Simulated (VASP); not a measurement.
Crystal: SrCl2.

```
Sr Cl
1.0
     0.00000    3.48835    3.48835
     3.48835    0.00000    3.48835
     3.48835    3.48835    0.00000
Sr Cl
1 2
Cartesian
  0.0000 0.0000 0.0000
  5.2325 5.2325 5.2325
  1.7442 1.7442 1.7442
```

Base run:

- Program: VASP 6.6.1
- Functional: PBE0
- Potentials or basis: VASP PAW PBE potentials, release 64 (Sr_sv, Cl)
- Cutoff: 520 eV
- k mesh: 4 × 4 × 4
- Occupations: gaussian, width 0.02 eV
- Spin: no spin polarisation

Its results: band gap on the k mesh 7.34 eV, indirect (least direct gap 7.56 eV); pressure 0.5 GPa.

The run is repeated on the same cell with these changes: functional from PBE0 to HSE03. What comes out?

Band gap on the k mesh 6.38 eV, indirect (least direct gap 6.56 eV); pressure 0.6 GPa.

Caveats: the PAW data sets were made with another functional, which shifts forces and pressure a little.

Not every run made on this cell is shown here.
